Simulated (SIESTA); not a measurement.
Crystal: Co.

```
Co
1.0
     2.47056    0.00000    0.00000
    -1.23528    2.13957    0.00000
     0.00000    0.00000    8.08823
Co
4
Direct
  0.66667 0.33333 0.75000
  0.00000 0.00000 0.50000
  0.33333 0.66667 0.25000
  0.00000 0.00000 0.00000
```

Base run:

* Program: SIESTA 5.4.2
* Functional: PBEsol
* Potentials or basis: PseudoDojo 0.4 standard (PBEsol files)
* Basis: DZP (energy shift 0.003 Ry; two zetas on semicore shells)
* Grid cutoff: 800 Ry
* Energy shift: 0.003 Ry
* k mesh: 12 × 12 × 4
* Occupations: fermi-dirac, width 0.05 eV
* Spin: collinear spin, ferromagnetic start
* Starting moments: [2.0, 2.0, 2.0, 2.0] μB

Its results: band gap on the k mesh none (metal or under the smearing width); pressure -5.7 GPa; net moment 6.59 μB per cell; site moments Co +1.66, +1.63 μB.

Q: The run is repeated on the same cell with these changes: functional from PBEsol to PBE; potentials or basis from PseudoDojo 0.4 standard (PBEsol files) to PseudoDojo 0.4 standard (PBE files). What comes out?

A: Band gap on the k mesh none (metal or under the smearing width); pressure 4.9 GPa; net moment 6.66 μB per cell; site moments Co +1.68, +1.65 μB.

Caveats: short orbitals over semicore shells can move pressures by several GPa; the basis of atomic orbitals isn't converged, which shifts pressures, moduli and gaps.

Not every run made on this cell is shown here.
